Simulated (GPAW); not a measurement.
Write an ASE script for GPAW 26.7.0 that does the following.

* Task: optical spectrum
* Functional: PBE
* Potentials or basis: GPAW PAW data sets (gpaw-data 1.2.1)
* Cutoff: 400 eV
* Basis: pw
* k mesh: 8 × 8 × 5
* Occupations: fermi-dirac, width 0.05 eV
* Spin: no spin polarisation
* Eta: 0.1 eV
* Response ecut: 50 eV
* Scissors: 0 eV
* Kernel: RPA
* Maxiter: 150
* Response k mesh: 20 × 20 × 11
* Domega0: 0.05 eV
* Omega2: 10 eV
* Response bands: 32
* Directions: ["x", "z"]
* Intraband: yes

The structure of Ti lies in POSCAR:

```
Ti
1.0
    3.0078578261      0.0000000000      0.0000000000
   -1.5039289131      2.6048812885      0.0000000000
    0.0000000000      0.0000000000      4.7717880089
Ti
2
Direct
    0.6666666667      0.3333333333      0.7500000000
    0.3333333333      0.6666666667      0.2500000000
```

These files were run (other wordings do the same):

run.py

```python
from ase.dft.bandgap import bandgap
from ase.io import read, write
from gpaw import GPAW, PW
from gpaw.response.df import DielectricFunction

atoms = read('POSCAR')

calc = GPAW(mode=PW(400),
            xc='PBE',
            kpts={'size': (8, 8, 5), 'gamma': True},
            occupations={'name': 'fermi-dirac', 'width': 0.05},
            nbands=24,
            convergence={'density': 1e-06},
            maxiter=150,
            txt='gpaw.txt')
atoms.calc = calc
energy = atoms.get_potential_energy()
calc.write('gs.gpw')
write('result.traj', atoms)
print(f'Energy: {energy:.6f} eV')
print('Fermi level:', round(calc.get_fermi_level(), 4), 'eV')
print(f'Gap: {bandgap(calc)[0]:.4f} eV, direct: {bandgap(calc, direct=True)[0]:.4f} eV')

dense = calc.fixed_density(kpts={'size': (20, 20, 11), 'gamma': True},
                           nbands=38, convergence={'bands': 32, 'eigenstates': 1e-7},
                           update_fermi_level=True, txt='dense.txt')
dense.write('dense.gpw', mode='all')

df = DielectricFunction('dense.gpw', frequencies={'type': 'nonlinear', 'domega0': 0.05, 'omega2': 10},
                        eta=0.1, ecut=50, nbands=32, rate='eta', txt='df.txt')
for direction in ['x', 'z']:
    df.get_dielectric_function(xc='RPA', direction=direction, filename=f'df_{direction}.csv')
```

Potentials or basis: GPAW PAW data sets (gpaw-data 1.2.1), pw.

Run with:

```bash
$ OMP_NUM_THREADS=1 python run.py
```

It gave:

```yaml
Band_gap_on_the_k_mesh: none (metal or under the smearing width)
```

Caveat: the intraband term hangs on this k mesh; the long-wavelength limit can be off by several per cent where d states take part; independent-particle spectra lack excitons.

It took 110 s on 1 thread of Intel(R) Xeon(R) 6975P-C (Granite Rapids), with other jobs on the host, peak memory 0.51 GiB.
